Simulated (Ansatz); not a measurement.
NaH, NiAs type, relaxed with r2SCAN. The symmetry is P6_3/mmc (No. 194, hexagonal); conventional cell a = 3.319 Å, c = 5.831 Å, 13.91 Å³ an atom. Na has 6 H at 2.41 Å; H has 6 Na at 2.41 Å.

```
Na H
1.0
     3.31916    0.00000    0.00000
    -1.65958    2.87448    0.00000
     0.00000    0.00000    5.83095
Na H
2 2
Direct
  0.00000 0.00000 0.00000
  0.00000 0.00000 0.50000
  0.33333 0.66667 0.25000
  0.66667 0.33333 0.75000
```

The questions ask for values computed with Ansatz on this geometry. No spin polarisation and no zero-point or thermal motion; the cell was built from a prototype and may be hypothetical.

Given (12×12×4 mesh): With PBE the valence top lies at K–Γ (0.20 of the way from K) and the conduction bottom at Γ, 3.39 eV higher; the smallest vertical gap, at L–M (0.50 of the way from L), is 4.51 eV.

(1) Estimate the gap with LDA on 12×12×4.

(2) Estimate the gap with PBE0 on 6×6×4.

(3) Order these levels by the gap that they give, smallest first.
A. r2SCAN
B. DDH-PBE0
C. PBE0
D. PBE
E. r2SCANh
F. LDA
G. HSE06

(4) Roughly how does the cost of the LDA run (12×12×4) compare with r2SCAN's (12×12×4)?

(5) How do the levels compare, in gap and in cost?

Answers

(1) With LDA the valence top lies at K–Γ (0.20 of the way from K) and the conduction bottom at Γ, 3.02 eV higher; the smallest vertical gap, at L–M (0.50 of the way from L), is 4.20 eV. The gap differs by -0.37 eV from PBE's.

(2) With PBE0 the valence top lies at K–Γ (0.20 of the way from K) and the conduction bottom at Γ, 5.16 eV higher; the smallest vertical gap, at L–M (0.50 of the way from L), is 6.30 eV. The gap differs by +1.77 eV from PBE's.

(3) F (3.02 eV), D (3.39 eV), A (3.98 eV), G (4.43 eV), E (4.60 eV), C (5.16 eV), B (5.67 eV).

(4) About 0.4 times as much (4 core-seconds against 10 core-seconds, on a shared machine).

(5) Taking G0W0@PBE (412 empty bands, 220 eV, 6×6×4), 5.64 eV, as the yardstick (a computed one, not at the basis limit), DDH-PBE0 comes nearest, +0.03 eV off, at about 13 times r2SCAN's cost; G0W0 itself took about 130 times r2SCAN's cost. The others: PBE0 -0.48, r2SCANh -1.04, HSE06 -1.21, r2SCAN -1.66, PBE -2.25, LDA -2.62 eV. The yardstick's own error is a tenth of an eV or more. r2SCAN covers 57 % of the step from PBE to HSE06, while HSE06 needs about 14 times r2SCAN's cost (on a coarser mesh). Among these functionals the gap stays indirect.

Where an edge lies off the special points, it is a point of the mesh or the k point where a search put PBE's edge or least direct gap, reused for the other functionals, whose own edges may lie a little apart; PBE's own value is read along its path and can be a few hundredths of an eV high.

The meshes of the hybrids are coarse, so their gaps aren't converged to the digits shown.

Set aside, since their points miss a band edge that the other levels read or their mesh is too coarse: LC-ωPBE.
